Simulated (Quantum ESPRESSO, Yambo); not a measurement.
Planning a run of Quantum ESPRESSO 7.5 on InP (F-43m). The input:

```
&control
  calculation = 'nscf'
  prefix = 'x'
  outdir = 'o'
  pseudo_dir = 'pseudo'
/
&system
  ibrav = 0
  nat = 2
  ntyp = 2
  ecutwfc = 70.0
  nbnd = 255
  force_symmorphic = .true.
/
&electrons
  conv_thr = 1e-9
  electron_maxstep = 80
  diago_full_acc = .true.
  diago_thr_init = 5e-6
/
ATOMIC_SPECIES
  In 114.82 In.upf
  P 30.974 P.upf
CELL_PARAMETERS angstrom
  0.0000000000 2.9305000000 2.9305000000
  2.9305000000 -0.0000000000 2.9305000000
  2.9305000000 2.9305000000 0.0000000000
ATOMIC_POSITIONS crystal
  In 0.0000000000 0.0000000000 0.0000000000
  P 0.2500000000 0.2500000000 0.2500000000
K_POINTS automatic
  4 4 4 0 0 0
```

The database entry behind the starting cell differs from later determinations by our own check (0.1 to 0.3 % short, probably kX units), so it need not match the best structure at ambient conditions.

```sh
OMP_NUM_THREADS=1 mpirun -n 8 pw.x -nk 4 -in pw.in > pw.out
```

**Question.** Estimate wall time and host memory on 8 MPI ranks of Intel Xeon Platinum 8375C at 2.90GHz (Ice Lake), shared host.

It took 19 s; on shared hardware allow 9.5 s to 38 s. Peak host memory was 0.78 GiB.

[Paths, hosts, dates, memory and timing lines, banners, echoed tables and standing remarks are left out of the program output.]

[Logs are printed without paths, hosts, clocks, repeated set-up lines and the standing remarks that a program may print on its own settings, such as how far it seeks lower states.]

[Runs of the session that timed out or met a known fault of the program may be left out.]

[Hosts, paths, dates, database ids (printed as entryN), source tags and the programs' standing remarks are cut or masked in the printed files.]
